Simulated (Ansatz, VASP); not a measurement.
# Mg8O9 (a cell with a defect) in VASP and in Ansatz

```
CELL_PARAMETERS angstrom
0.00000 4.30300 4.30300
4.30300 0.00000 4.30300
4.30300 4.30300 0.00000
ATOMIC_POSITIONS crystal
Mg 0.01720 0.01744 0.99763
Mg 0.00413 0.00464 0.50458
Mg 0.01682 0.49650 0.99640
Mg 0.01722 0.49755 0.51749
Mg 0.49651 0.01653 0.99675
Mg 0.49686 0.01768 0.51770
Mg 0.50956 0.50951 0.00951
Mg 0.49651 0.49682 0.51644
O 0.25690 0.25711 0.25700
O 0.25681 0.25715 0.75712
O 0.25684 0.75708 0.25703
O 0.25692 0.75708 0.75702
O 0.75687 0.25709 0.25706
O 0.75701 0.25698 0.75700
O 0.70969 0.70909 0.20899
O 0.75690 0.75703 0.75711
O 0.80423 0.80503 0.30516
```

Alike in both runs: functional PBE; dispersion D3(BJ); k mesh 3 × 3 × 3; occupations gaussian, width 0.05 eV; collinear spin.

Ansatz relaxed the structure, and its values are those at the end. VASP's run is a single point on that final structure, the one shown.

|  | VASP | Ansatz |
| --- | --- | --- |
| version | VASP 6.6.1 | Ansatz 0.2.0 |
| potentials or method | VASP PAW PBE potentials, release 64 (Mg, O) | scalar-relativistic, plane waves, PAW |
| plane-wave cutoff (eV) | 520 | 420 |
| valence electrons in the cell | 70 | 134 |

|  | VASP | Ansatz | Ansatz less VASP |
| --- | --- | --- | --- |
| gap on the k mesh at the Fermi level (eV) | 3.37 | 3.41 | +0.040 |
| rms of the force components (eV/Å) | 0.050 | 0.006 | -0.0441 |
| net moment per atom (μB) | 0.00 | 0.00 | 0.000 |
| dispersion energy (meV/atom) | -273.8 | -273.8 | -0.06 |

The two sets of potentials don't hold the same shells in valence. Ansatz warned: «seeded_moment_not_kept».

Caveats: the k mesh is coarse (spacing up to 0.42 Å⁻¹), so the values aren't converged.
